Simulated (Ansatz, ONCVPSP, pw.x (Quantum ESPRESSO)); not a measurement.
**From atom to crystal: ONCV potential for B**

* Element: boron (B)
* Generator: ONCVPSP 4.0.1.1 (patched build)
* Type: optimised norm-conserving Vanderbilt (ONCV)
* Functional: PBE
* Relativity: scalar-relativistic
* Frozen core: [He]
* Valence charge: 3
* Reference configuration: 2s2 2p1
* Partial waves: 2s: rc 1.70 bohr, ncon 3, nbas 6, qcut 4 1/bohr, 2 projectors, debl 3.1 Ha; 2p: rc 3.00 bohr, ncon 5, nbas 8, qcut 5 1/bohr, 2 projectors, debl 2.2 Ha; d scattering state at 0.25 Ha: rc 3.20 bohr, ncon 4, nbas 9, qcut 3.6 1/bohr, 2 projectors, debl 2.5 Ha
* Local potential: polynomial inside 1.55 bohr (lpopt 4, dvloc0 -1 Ha)
* Core correction: none

Crystal test: bcc B in pw.x 7.5, no spin, 18³ k-points, Fermi–Dirac smearing 0.01 Ry, cutoffs 65/260 Ry. The reference is all-electron LAPW (Ansatz 0.2.0) with the same functional, mesh and smearing; V0 and B0 come from Birch–Murnaghan fits to the pressures at five volumes. Errors are pseudo minus all-electron; Δ is the rms difference of the E(V) curves that follow from these fits, minima aligned, over ±6 % about the mean V0. Mesh and smearing are coarse, so the numbers serve the comparison and aren't converged zero-temperature values; the lattice is a test structure that the element need not adopt.

```tsv
V (Å³/atom)	P all-electron (GPa)	P pseudo (GPa)
5.869	11.78	-23.40
6.024	4.93	-26.41
6.178	-1.02	-29.02
6.332	-6.17	-31.24
6.487	-10.61	-33.07
```

All-electron: a0 = 2.308 Å (V0 = 6.15 Å³/atom), B0 = 225.7 GPa.

Pseudopotential: mean pressure error (GPa): -28.41. The pressure does not cross zero within the volumes sampled, so no fit is given. The largest radius (3.20 bohr) exceeds half the bond length (1.89 bohr), so the spheres overlap, which is one possible source of error among others. This is a poor potential for the solid.

Q: At the middle volume, how do free energy and pressure move when the wave cutoff is lowered (ecutrho kept at four times it)?

A:

```csv
cutoff (Ry),shift of F (meV/atom),shift of P (GPa)
29,+7.8,-0.02
39,+6.0,+0.17
52,+3.5,-0.19
```

The run at the middle volume (195 k-points, 6 iterations) took about 6.7 s on one core of a shared host (Neoverse-N1, 64 threads, 124 GiB, load 54).
